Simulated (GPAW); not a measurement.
PbSe, 2 atoms in the cell. Symmetry: Pm-3m, No. 221, cubic system. The conventional cell has a = 3.784 Å, b = 3.784 Å, c = 3.784 Å, α = 90.00°, β = 90.00°, γ = 90.00°. Around Pb (site symmetry m-3m) lie 8 Se at 3.28 Å. Se (site symmetry m-3m) has 8 Pb at 3.28 Å as nearest neighbours. Measurements of this composition are mostly on another form, of space group No. 225.

```yaml
Program: GPAW 26.7.0
Task: single point
Functional: LDA
Potentials_or_basis: the program's PAW data sets (release 1.2.1) made for this functional
Cutoff: 600 eV
Basis: pw
k_mesh: 7 × 7 × 7
Occupations: gaussian, width 0.05 eV
Spin: no spin polarisation
Maxiter: 150
```

Potentials or basis: the program's PAW data sets (release 1.2.1) made for this functional, pw.

Command:

```console
$ OMP_NUM_THREADS=1 python run.py
```

Hardware: 1 thread of Arm Neoverse V1, on a shared host.

Estimate the wall time of this run.

Wall time 14 s on 1 thread of Arm Neoverse V1, on a shared host, peak memory 0.15 GiB. Counts: scf iterations 10, plane waves 1839, bands 19, k points 20.
